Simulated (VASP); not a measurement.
Runs of VASP 6.6.1 on Mg. It takes space group Im-3m (No. 229, cubic). The conventional cell has a = 3.546 Å, b = 3.546 Å, c = 3.546 Å, α = 90.00°, β = 90.00°, γ = 90.00°. Mg (site symmetry m-3m) is surrounded by 8 Mg at 3.07 Å. This isn't the form of Mg at room conditions, which is hcp.

| task | level | potentials or basis | spin | cell | k mesh | cutoff (eV) | smearing | optimiser | other keys | gap on the mesh (eV) | pressure (GPa) |
| --- | --- | --- | --- | --- | --- | --- | --- | --- | --- | --- | --- |
| single point | PBE+D2 | VASP PAW PBE potentials, release 64 (Mg) | off | as given | 11 × 11 × 11 | 520 | methfessel-paxton 0.1 eV | - | - | none | (a) |
| relaxation of cell and atoms | TPSS+D3(BJ) | VASP PAW PBE potentials, release 64 (Mg_sv_GW) | off | relaxed from: volume scaled by 1.15 | 11 × 11 × 11 | 680 | gaussian 0.05 eV | - | AMIX = 0.2; BMIX = 0.0001; AMIX_MAG = 0.8; BMIX_MAG = 0.0001 | none | 0.0 |
| single point | PBE | VASP PAW PBE potentials, release 64 (Mg) | off | as given | 11 × 11 × 11 | 500 | gaussian 0.1 eV | - | - | none | 0.8 |
| single point | RPBE | VASP PAW PBE potentials, release 64 (Mg_GW) | off | as given | 11 × 11 × 11 | 550 | gaussian 0.05 eV | - | - | none | 2.0 |
| relaxation of the atoms | optPBE-vdW | VASP PAW PBE potentials, release 64 (Mg) | off | atoms relaxed from: cell strained at random at fixed volume | 11 × 11 × 11 | 500 | gaussian 0.05 eV | - | - | none | 0.8 |
| single point | LDA | VASP PAW LDA potentials, release 64 (Mg) | off | as given | 11 × 11 × 11 | 520 | fermi-dirac 0.1 eV | - | - | none | -1.6 |
| relaxation of the atoms | revTPSS | VASP PAW PBE potentials, release 64 (Mg) | off | atoms relaxed from: volume scaled by 1.15 | 11 × 11 × 11 | 520 | fermi-dirac 0.05 eV | LBFGS | - | none | -3.8 |

Estimate the missing entries.

(a) -2.8.

Caveats: the PAW data sets were made with another functional, which shifts forces and pressure a little (some runs); pairwise dispersion overbinds metals, which lowers pressure and volume (some runs); the relaxation stopped at its first step, so nothing moved (some runs); atom-pairwise D2, TS and ULG terms overbind metals (some runs).

A gap of «none» marks a metal or a gap under the smearing width.

The runs don't all hold the same shells in valence.
